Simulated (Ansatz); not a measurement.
## BaTiO$_{3}$: course of a relaxation

Method: DFT r2SCAN, scalar-relativistic, plane waves, PAW (Ansatz). Settings: 500 eV cutoff, 8×8×8 k-mesh, Gaussian smearing of 0.02 eV, no spin polarisation.

What was changed: equal strain along all axes, cell held, atoms relaxed: -4.5 %.

Command:

```bash
ansatz run input.yaml --threads 1 --pin off --max-ram 2560MiB --backend cpu --events-out ev --progress --plain --runs-dir out
```

Input:

```yaml
crystal:
  lattice:
    - [3.7939780876, 0.0, 0.0]
    - [0.0, 3.7939780876, 0.0]
    - [0.0, 0.0, 3.9263970187]
  atoms:
    - { symbol: Ba, position: [0.5, 0.5, 0.5778256934] }
    - { symbol: Ti, position: [0.0, 0.0, 0.090632197] }
    - { symbol: O, position: [0.0, 0.5, 0.0654933089] }
    - { symbol: O, position: [0.5, 0.0, 0.0654933089] }
    - { symbol: O, position: [0.0, 0.0, 0.5605524817] }
basis:
  ecutwfc: 500
kpoints:
  mp_grid: { grid: [8, 8, 8] }
hamiltonian:
  xc: r2scan
scf:
  occupations: { method: gaussian, width: 0.02 }
output:
  forces: true
  stress: true
  eigenvalues: true
relax:
  adjacent_minimum: "off"
  f_tol: 0.008
  max_steps: 40
```

F is the free energy.

Steps:

```
step F − F(1) (eV) largest force component (eV/Å)
   1         0.0000                           0.349
   2        -0.0015                           0.277
   3        -0.0031                           0.207
   4        -0.0073                           0.006
   5        -0.0073                           0.006
   6        -0.0074                           0.007
   7        -0.0074                           0.012
   8        -0.0074                           0.001
   9        -0.0074                           0.001
```

Relaxed structure:

```xyz
5
Lattice="3.7940 0.0000 0.0000 0.0000 3.7940 0.0000 0.0000 0.0000 3.9264" Properties=species:S:1:pos:R:3 pbc="T T T"
Ba    1.8970    1.8970    2.2539
Ti    0.0000    0.0000    0.3127
O     0.0000    1.8970    0.2709
O     1.8970    0.0000    0.2709
O     0.0000    0.0000    2.2315
```

Symmetry: P4mm, No. 99, tetragonal system. Conventional cell: a = 3.794 Å, b = 3.794 Å, c = 3.926 Å, α = 90.00°, β = 90.00°, γ = 90.00°. Ba (site symmetry 4mm) is surrounded by 12 O at 2.68 to 2.74 Å. Ti (site symmetry 4mm) has 6 O at 1.90 to 2.01 Å as nearest neighbours. O (site symmetry 2mm) has 2 Ti at 1.90 Å as nearest neighbours. O (site symmetry 4mm) has 2 Ti at 1.92 to 2.01 Å as nearest neighbours.

The run converged. The run took 92 s on 1 thread of Intel(R) Xeon(R) 6975P-C (Granite Rapids), with other jobs on the host, peak memory 0.53 GiB.